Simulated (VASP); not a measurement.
# ZnS (F-43m) in VASP: further runs

The runs below take ZnS through band structure, dielectric tensor, with AM05, PBE.

All numbers are computed with VASP 6.6.1; they aren't measurements. Logs are shortened: lines on timing, memory, paths and dates and some standing lists are left out, and cuts for length are marked.

**The experiment to reproduce.**

From “Electronic, vibrational, and thermodynamic properties of ZnS (zincblende and rocksalt structure)”, 2009, arxiv:0911.5022, for a bulk crystal of ZnS at 19 K: band gap 3.85 eV (direct).

The results are compared with them further down.

## 1. The structure

It takes space group F-43m (No. 216, cubic). Conventional cell: a = 5.404 Å, b = 5.404 Å, c = 5.404 Å, α = 90.00°, β = 90.00°, γ = 90.00°. Zn (site symmetry -43m) is surrounded by 4 S at 2.34 Å. S (site symmetry -43m) has 4 Zn at 2.34 Å as nearest neighbours.

## 2. Band structure, AM05

INCAR

```
SYSTEM = ZnS
PREC     = Accurate       ! precision mode
ENCUT    = 520            ! plane-wave cutoff, eV
EDIFF    = 1E-6           ! SCF threshold, eV
ISMEAR   = -1             ! smearing method
SIGMA    = 0.05           ! smearing width, eV
LREAL    = .FALSE.        ! projectors in reciprocal space
LASPH    = .TRUE.         ! aspherical terms in the spheres
NELM     = 60             ! most SCF steps
ALGO     = Normal         ! electronic algorithm
ISIF     = 2              ! what is computed and relaxed
LWAVE    = .FALSE.        ! write WAVECAR
LCHARG   = .FALSE.        ! write CHGCAR
GGA      = AM             ! functional
```

KPOINTS

```
Automatic mesh
0
G
  9 9 9
  0 0 0
```

POSCAR

```
ZnS
1.0
    0.0000000000      2.7020000000      2.7020000000
    2.7020000000      0.0000000000      2.7020000000
    2.7020000000      2.7020000000      0.0000000000
Zn S
1 1
Direct
    0.7500000000      0.7500000000      0.7500000000
    0.0000000000      0.0000000000      0.0000000000
```

KPOINTS_OPT

```
path GXWKGLUWLK,UX
10
line-mode
reciprocal
 0.0000000000  0.0000000000  0.0000000000  G
 0.5000000000  0.0000000000  0.5000000000  X

 0.5000000000  0.0000000000  0.5000000000  X
 0.5000000000  0.2500000000  0.7500000000  W

 0.5000000000  0.2500000000  0.7500000000  W
 0.3750000000  0.3750000000  0.7500000000  K

 0.3750000000  0.3750000000  0.7500000000  K
 0.0000000000  0.0000000000  0.0000000000  G

 0.0000000000  0.0000000000  0.0000000000  G
 0.5000000000  0.5000000000  0.5000000000  L

 0.5000000000  0.5000000000  0.5000000000  L
 0.6250000000  0.2500000000  0.6250000000  U

 0.6250000000  0.2500000000  0.6250000000  U
 0.5000000000  0.2500000000  0.7500000000  W

 0.5000000000  0.2500000000  0.7500000000  W
 0.5000000000  0.5000000000  0.5000000000  L

 0.5000000000  0.5000000000  0.5000000000  L
 0.3750000000  0.3750000000  0.7500000000  K

 0.6250000000  0.2500000000  0.6250000000  U
 0.5000000000  0.0000000000  0.5000000000  X
```

Potentials or basis: VASP PAW PBE potentials, release 64 (Zn, S).

Launch:

```sh
> cat potpaw_PBE.64/Zn/POTCAR potpaw_PBE.64/S/POTCAR > POTCAR
> mpirun -np 1 vasp_std > vasp.out
```

OUTCAR:

```text
SYSTEM = ZnS
   PREC = Accurate
   ENCUT = 520
   EDIFF = 1E-6
   ISMEAR = -1
   LREAL = .FALSE.
   LASPH = .TRUE.
   NELM = 60
   ISIF = 2
   GGA = AM

 ion  position               nearest neighbor table
   1  0.750  0.750  0.750-   2 2.34   2 2.34   2 2.34   2 2.34
   2  0.000  0.000  0.000-   1 2.34   1 2.34   1 2.34   1 2.34

  LATTYP: Found a face centered cubic cell.
 ALAT       =     5.4040000000

  Lattice vectors:

 A1 = (   0.0000000000,   2.7020000000,   2.7020000000)
 A2 = (   2.7020000000,   0.0000000000,   2.7020000000)
 A3 = (   2.7020000000,   2.7020000000,   0.0000000000)

Analysis of symmetry for initial positions (statically):
=====================================================================
 Subroutine PRICEL returns:
 Original cell was already a primitive cell.

 Routine SETGRP: Setting up the symmetry group for a
 face centered cubic supercell.

 Subroutine GETGRP returns: Found 24 space group operations
 (whereof 24 operations were pure point group operations)
 out of a pool of 48 trial point group operations.

The static configuration has the point symmetry T_d .

Analysis of symmetry for dynamics (positions and initial velocities):
=====================================================================
 Subroutine PRICEL returns:
 Original cell was already a primitive cell.

 Routine SETGRP: Setting up the symmetry group for a
 face centered cubic supercell.

 Subroutine GETGRP returns: Found 24 space group operations
 (whereof 24 operations were pure point group operations)
 out of a pool of 48 trial point group operations.

The dynamic configuration has the point symmetry T_d .

 Subroutine INISYM returns: Found 24 space group operations
 (whereof 24 operations are pure point group operations),
 and found     1 'primitive' translations

----------------------------------------------------------------------------------------

                                     Primitive cell

  volume of cell :      39.4535

  direct lattice vectors                    reciprocal lattice vectors
     0.000000000  2.702000000  2.702000000    -0.185048113  0.185048113  0.185048113
     2.702000000  0.000000000  2.702000000     0.185048113 -0.185048113  0.185048113
     2.702000000  2.702000000  0.000000000     0.185048113  0.185048113 -0.185048113

  length of vectors
     3.821205046  3.821205046  3.821205046     0.320512733  0.320512733  0.320512733

  position of ions in fractional coordinates (direct lattice)
     0.750000000  0.750000000  0.750000000
[... 88 lines left out ...]
   PSTRESS=    0.0 pullay stress
   NELECT =      18.0000    total number of electrons
   NUPDOWN=      -1.0000    fix difference up-down
   EMIN   =  10.00;   EMAX   =-10.00  energy-range for DOS
   EFERMI =   0.00;   METHOD = LEGACY
   ISMEAR =    -1;   SIGMA  =   0.05  broadening in eV -4-tet -1-fermi 0-gaus
   EFERMI_NEDOS =   21; number of points for ismear=-14 and -15
   IALGO  =     38    algorithm
   IMIX   =      4    mixing-type and parameters
     AMIX     =   0.40;   BMIX     =  1.00
     AMIX_MAG =   1.60;   BMIX_MAG =  1.00
  volume/ion in A,a.u.               =      19.73       133.12
  Fermi-wavevector in a.u.,A,eV,Ry     =   1.260290  2.381602 21.610537  1.588330
  Thomas-Fermi vector in A             =   2.393807
   LORBIT       =      0    0 simple, 1 ext, 2 COOP (PROOUT), +10 PAW based schemes
   GGA     = AM    functional components
   LHFCALC =     F    Hartree Fock is set to
   AEXX    =    0.0000 exact exchange contribution
   IVDW    =     0    specifies the selected vdW correction
   LEPSILON=     F    determine dielectric tensor
   LRPA    =     F    only Hartree local field effects (RPA)
 non-spin polarized calculation
  energy-cutoff  :      520.00
  volume of cell :       39.45
 maximum number of plane-waves:      1073
   NGX = 15   NGY = 15   NGZ = 15

 number of electron      18.0000000 magnetization

 Free energy of the ion-electron system (eV)
  ---------------------------------------------------
  ext. energy  EPLUGINS =         0.00000000
  ---------------------------------------------------
  free energy    TOTEN  =        -7.13893533 eV

  energy without entropy =       -7.13893533  energy(sigma->0) =       -7.13893533

 E-fermi :   3.0736     XC(G=0):  -9.6889

 val. band max:        2.0733463905   @ k =   0.0000   0.0000   0.0000
 cond. band min:       4.1744821164   @ k =   0.0000   0.0000   0.0000
 fundamental gap:      2.1011357259
 Fermi energy:         3.0735856662

 k-point     1 :       0.0000    0.0000    0.0000
  band No.  band energies     occupation
      1     -11.0416      2.00000
      2      -4.3134      2.00000
      3      -4.3134      2.00000
      4      -4.3134      2.00000
      5      -3.8179      2.00000
      6      -3.8179      2.00000
      7       2.0733      2.00000
      8       2.0733      2.00000
      9       2.0733      2.00000
     10       4.1745      0.00000
     11       8.4147      0.00000
     12       8.4147      0.00000
     13       8.4148      0.00000
[... 354 lines left out ...]
  band No.  band energies     occupation
      1      -9.8313      2.00000
      2      -4.3432      2.00000
      3      -3.9851      2.00000
      4      -3.9851      2.00000
      5      -3.7445      2.00000
      6      -3.6548      2.00000
      7      -2.3586      2.00000
      8      -0.1068      2.00000
      9      -0.1068      2.00000
     10       5.5045      0.00000
     11       6.1645      0.00000
     12      12.7797      0.00000
     13      13.5779      0.00000

 [... further k-points ...]

------------------------ aborting loop because EDIFF is reached ----------------------------------------

  FORCE on cell =-STRESS in cart. coord.  units (eV):
  Direction    XX          YY          ZZ          XY          YZ          ZX
  --------------------------------------------------------------------------------------
  -------------------------------------------------------------------------------------
  Total       -0.2930979     -0.2930979     -0.2930979     -0.0000000     -0.0000000     -0.0000000
  in kB      -11.9024757    -11.9024757    -11.9024757     -0.0000000     -0.0000000     -0.0000000
  external PRESSURE =     -11.9024757 kB  Pullay stress =       0.0000000 kB

 VOLUME and BASIS-vectors are now :
 -----------------------------------------------------------------------------
  energy-cutoff  :      520.00
  volume of cell :       39.45
      direct lattice vectors                 reciprocal lattice vectors
     0.000000000  2.702000000  2.702000000    -0.185048113  0.185048113  0.185048113
     2.702000000  0.000000000  2.702000000     0.185048113 -0.185048113  0.185048113
     2.702000000  2.702000000  0.000000000     0.185048113  0.185048113 -0.185048113

 POSITION                                       TOTAL-FORCE (eV/Angst)
 -----------------------------------------------------------------------------------
      4.05300      4.05300      4.05300        -0.000000      0.000000      0.000000
      0.00000      0.00000      0.00000         0.000000     -0.000000     -0.000000
 -----------------------------------------------------------------------------------
    total drift:                               -0.000000     -0.000000     -0.000000

  FREE ENERGIE OF THE ION-ELECTRON SYSTEM (eV)
  ---------------------------------------------------
  free  energy   TOTEN  =        -7.1389353266 eV

  energy  without entropy=       -7.1389353266  energy(sigma->0) =       -7.13893533
```

It took 17 s on 1 thread of Intel Xeon 6975P-C (Granite Rapids), shared host; peak memory 0.16 GiB.

Results:

```
Free energy             : -7.1389 eV
Pressure                : -1.2 GPa
Band gap on the k mesh  : 2.10 eV, direct
Band gap along the path : 2.10 eV, direct
```

Levels at the corners of the path, in eV from the valence-band top:
```tsv
point	band 6	band 7	band 8	band 9	band 10	band 11	band 12	band 13
Γ	-5.89	0.00	0.00	0.00	2.10	6.34	6.34	6.34
X	-5.67	-4.60	-2.24	-2.24	3.37	4.03	10.96	11.92
X	-5.67	-4.60	-2.24	-2.24	3.37	4.03	10.96	11.92
W	-5.48	-4.62	-2.77	-2.74	5.68	6.01	7.83	8.21
W	-5.48	-4.62	-2.77	-2.74	5.68	6.01	7.83	8.21
K	-5.54	-4.65	-3.13	-1.82	4.09	5.95	9.38	9.75
K	-5.54	-4.65	-3.13	-1.82	4.09	5.95	9.38	9.75
Γ	-5.89	0.00	0.00	0.00	2.10	6.34	6.34	6.34
Γ	-5.89	0.00	0.00	0.00	2.10	6.34	6.34	6.34
L	-5.68	-5.33	-0.87	-0.87	3.27	6.88	6.88	8.86
L	-5.68	-5.33	-0.87	-0.87	3.27	6.88	6.88	8.86
U	-5.54	-4.65	-3.13	-1.82	4.09	5.95	9.38	9.75
U	-5.54	-4.65	-3.13	-1.82	4.09	5.95	9.38	9.75
W	-5.48	-4.62	-2.77	-2.74	5.68	6.01	7.83	8.21
W	-5.48	-4.62	-2.77	-2.74	5.68	6.01	7.83	8.21
L	-5.68	-5.33	-0.87	-0.87	3.27	6.88	6.88	8.86
L	-5.68	-5.33	-0.87	-0.87	3.27	6.88	6.88	8.86
K	-5.54	-4.65	-3.13	-1.82	4.09	5.95	9.38	9.75
U	-5.54	-4.65	-3.13	-1.82	4.09	5.95	9.38	9.75
X	-5.67	-4.60	-2.24	-2.24	3.37	4.03	10.96	11.92
```

Caveat: the PAW data sets were made with another functional, which shifts forces and pressure a little.

## 3. Dielectric tensor, PBE

INCAR

```
PREC     = Accurate       # precision mode
ENCUT    = 500            # plane-wave cutoff, eV
EDIFF    = 1E-8           # SCF threshold, eV
ISMEAR   = 0              # smearing method
SIGMA    = 0.01           # smearing width, eV
LREAL    = False          # projectors in reciprocal space
LASPH    = True           # aspherical terms in the spheres
NELM     = 100            # most SCF steps
ALGO     = Normal         # electronic algorithm
ISIF     = 2              # what is computed and relaxed
LWAVE    = False          # write WAVECAR
LCHARG   = False          # write CHGCAR
GGA      = PE             # functional
LEPSILON = True           # dielectric tensor by DFPT
```

KPOINTS

```
regular mesh
0
Gamma
  12 12 12
```

POSCAR is that of step 2.

Potentials or basis: VASP PAW PBE potentials, release 64 (Zn, S).

Launch:

```sh
> cat potpaw_PBE.64/Zn/POTCAR potpaw_PBE.64/S/POTCAR > POTCAR
> mpirun -np 1 vasp_std > vasp.out
```

OUTCAR:

```text
PREC = Accurate
   ENCUT = 500
   EDIFF = 1E-8
   ISMEAR = 0
   LREAL = False
   LASPH = True
   NELM = 100
   ISIF = 2
   GGA = PE
   LEPSILON = True

 Found     72 irreducible k-points:

 Following reciprocal coordinates:
            Coordinates               Weight
  0.000000  0.000000  0.000000      1.000000
  0.083333  0.000000  0.000000      8.000000
  0.166667  0.000000  0.000000      8.000000
  0.250000  0.000000  0.000000      8.000000
  0.333333  0.000000  0.000000      8.000000
  0.416667  0.000000  0.000000      8.000000
   k-points           NKPTS =     72   k-points in BZ     NKDIM =     72   number of bands    NBANDS=     13
   number of dos      NEDOS =    301   number of ions     NIONS =      2
   total plane-waves  NPLWV =  21952
   dimension x,y,z NGX =    28 NGY =   28 NGZ =   28
   dimension x,y,z NGXF=    56 NGYF=   56 NGZF=   56
   ions per type =               1   1
   NGX,Y,Z   is equivalent  to a cutoff of  12.18, 12.18, 12.18 a.u.
   NGXF,Y,Z  is equivalent  to a cutoff of  24.36, 24.36, 24.36 a.u.
 SYSTEM =  unknown system
   PREC   = accura    normal or accurate (medium, high low for compatibility)
   ISTART =      0    job   : 0-new  1-cont  2-samecut
   ICHARG =      2    charge: 1-file 2-atom 10-const
   ISPIN  =      1    spin polarized calculation?
   LNONCOLLINEAR =      F non collinear calculations
   LSORBIT =      F    spin-orbit coupling
[... 207 lines left out ...]
  free energy    TOTEN  =        -0.57990082 eV

  energy without entropy =       -0.57990082

------------------------ aborting loop because EDIFF is reached ----------------------------------------

 PIEZOELECTRIC TENSOR FIELD DIRECTION 3  (e Angst)
 -----------------------------------------------------------------------------
    -0.00060 -1.66024  0.00000           ( -0.00000  0.01582  0.00000)
    -1.66024 -0.00060  0.00000           (  0.01582 -0.00000  0.00000)
     0.00000  0.00000 -0.00060           (  0.00000  0.00000 -0.00000)

 PIEZOELECTRIC TENSOR FIELD DIRECTION 3  (C/m^2)
 -----------------------------------------------------------------------------
    -0.00025 -0.67421  0.00000
    -0.67421 -0.00025  0.00000
     0.00000  0.00000 -0.00024

 MACROSCOPIC STATIC DIELECTRIC TENSOR (including local field effects in DFT)
 ------------------------------------------------------
           5.911129     0.000000    -0.000000
          -0.000000     5.911129    -0.000000
           0.000000    -0.000000     5.911129
 ------------------------------------------------------

 PIEZOELECTRIC TENSOR (including local field effects)  for field in x, y, z        (e  Angst)
          XX          YY          ZZ          XY          YZ          ZX
  --------------------------------------------------------------------------------
  x    -0.00000     0.00000     0.00000     0.00000    -1.66853     0.00000
  y    -0.00000     0.00000     0.00000     0.00000     0.00000    -1.66853
  z     0.00000     0.00000    -0.00000    -1.66853     0.00000     0.00000

 PIEZOELECTRIC TENSOR (including local field effects)  for field in x, y, z        (C/m^2)
          XX          YY          ZZ          XY          YZ          ZX
  --------------------------------------------------------------------------------
  x    -0.00000     0.00000     0.00000     0.00000    -0.67758     0.00000
  y    -0.00000     0.00000     0.00000     0.00000     0.00000    -0.67758
  z     0.00000     0.00000    -0.00000    -0.67758     0.00000     0.00000

 BORN EFFECTIVE CHARGES (including local field effects) (in |e|, cummulative output)
 ---------------------------------------------------------------------------------
 ion    1
    1     2.00615     0.00000    -0.00000
    2     0.00000     2.00615     0.00000
    3    -0.00000     0.00000     2.00615
 ion    2
    1    -2.00615    -0.00000     0.00000
    2    -0.00000    -2.00615    -0.00000
    3     0.00000    -0.00000    -2.00615
```

stdout:

```text
POSCAR found type information on POSCAR ZnS
 POSCAR found :  2 types and       2 ions
 scaLAPACK will be used
 LDA part: xc-table for (Slater+PW92), standard interpolation
 POSCAR, INCAR and KPOINTS ok, starting setup
 FFT: planning ... GRIDC
 FFT: planning ... GRID_SOFT
 FFT: planning ... GRID
 WAVECAR not read
 entering main loop
 Linear response reoptimize wavefunctions to high precision
 Linear response G [H, r] |phi>, progress :
  Direction:   1
 Linear response G [H, r] |phi>, progress :
  Direction:   2
 Linear response G [H, r] |phi>, progress :
  Direction:   3
 Linear response to external field (no local field effect), progress :
  Direction:   1
 dielectric tensor                  component  1 :     7.038     2.682     0.652
 Linear response to external field (no local field effect), progress :
  Direction:   2
 dielectric tensor                  component  2 :     2.682     7.492    -1.049
 Linear response to external field (no local field effect), progress :
  Direction:   3
 dielectric tensor                  component  3 :     0.649    -1.048     4.364
 Linear response to external field, progress :
  Direction:   1
 dielectric tensor                  component  1 :     5.911     0.930     0.578
 Linear response to external field, progress :
  Direction:   2
 dielectric tensor                  component  2 :     0.771     5.911     0.503
 Linear response to external field, progress :
  Direction:   3
 dielectric tensor                  component  3 :     0.638     0.870     5.911
 Born effective charges drift removed
```

Wall time 6.1 min (1 thread of Intel Xeon Platinum 8488C (Sapphire Rapids), shared host); peak memory 0.41 GiB.

These settings aren't checked as converged: the numbers below hold their error.

Results:

```yaml
Band_gap_on_the_k_mesh: 2.11 eV, direct
Electronic_dielectric_tensor_diagonal: 5.91
Born_charges_mean_of_the_diagonal: Zn +2.01; S -2.01 e
```

(Continued in part 2 of 2.)
